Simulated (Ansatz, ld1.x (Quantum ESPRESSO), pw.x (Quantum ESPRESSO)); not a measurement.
## Tl (Z = 81): one change to the PAW potential, in the atom and in the sc crystal

```json
{
  "Element": "thallium (Tl)",
  "Generator": "ld1.x (Quantum ESPRESSO) 7.5",
  "Type": "PAW",
  "Functional": "PBE",
  "Relativity": "scalar-relativistic",
  "Frozen core": "[Xe] 4f14 5d10",
  "Valence charge": "3",
  "Reference configuration": "6s2 6p1",
  "Partial waves": "6s (bound): rcut 1.80, rcutus 2.20 bohr; 6s channel at 2.2 Ry: rcut 1.80, rcutus 2.20 bohr; 6p (bound): rcut 2.00, rcutus 2.75 bohr; 6p channel at 0.4 Ry: rcut 2.00, rcutus 2.75 bohr",
  "Local potential": "all-electron potential smoothed inside 2.15 bohr (lloc = -1)",
  "Core correction": "a·sin(br)/r model core, default radius (core density twice the valence density)",
  "Augmentation charge": "PSQ, inside the norm-conserving radii"
}
```

Change: all radii but the core radius scaled by about 1.18 (s 2.60, p 3.26 bohr, rcut 2.14/2.38); local potential all-electron potential smoothed inside 2.56 bohr (lloc = -1).

Cutoffs, loose and tight: the cutoffs (Ry, on a coarse ladder) from which the occupation-weighted sum of valence levels, in a spherical-Bessel basis at the reference potential, stays within 10 and 1 mRy of its value at 400 Ry. They do not see the model core or the augmentation charge, which bear on the density cutoff. Test errors are all-electron minus pseudo excitation energies from the reference, over the configurations 6s2 6p0; 6s1 6p0; 6s2 6p0.5; 6s2 6p1.3; 6s0 6p3; 6s1 6p1; 6s1 6p2; variants that change the core or the reference have their own tests.

Crystal test: sc Tl in pw.x 7.5, no spin, 10³ k-points, Fermi–Dirac smearing 0.01 Ry, cutoffs set for each file from its atomic test. The reference is all-electron LAPW (Ansatz 0.2.0) with the same functional, mesh and smearing; V0 and B0 come from Birch–Murnaghan fits to the pressures at five volumes. Errors are pseudo minus all-electron; Δ is the rms difference of the E(V) curves that follow from these fits, minima aligned, over ±6 % about the mean V0. Mesh and smearing are coarse, so the numbers serve the comparison and aren't converged zero-temperature values; the lattice is a test structure that the element need not adopt.

All-electron: a0 = 3.252 Å (V0 = 34.39 Å³/atom), B0 = 21.3 GPa.

Does the change bring the crystal closer to the all-electron result?

The mean pressure error goes from -11.63 to -9.34 GPa, so the change moves the solid closer to the all-electron pressures. Neither pressure curve crosses zero within the volumes sampled, so no fits are given.

| quantity | base | changed |
| --- | --- | --- |
| outcome (atom) | generated | generated |
| cutoff, loose (atom) | 6 Ry | 6 Ry |
| cutoff, tight (atom) | 10 Ry | 6 Ry |
| bound ghosts (atom) | none | none |
| largest test error (meV) (atom) | -426 | test run stopped at test 1 of 7 (negative rho) |
| cutoffs in pw.x (Ry) | 40/320 | 40/320 |
| mean pressure error (GPa) | -11.63 | -9.34 |

Base: This is a poor potential for the solid. The pseudo pressure rises with volume over the whole range, a mechanical instability. Changed file: The largest radius (3.26 bohr) exceeds half the bond length (3.07 bohr), so the spheres overlap, which is one possible source of error among others. This is a poor potential for the solid. The pseudo pressure rises with volume over the whole range, a mechanical instability. Atomic configuration tests: test run stopped at test 1 of 7 (negative rho).
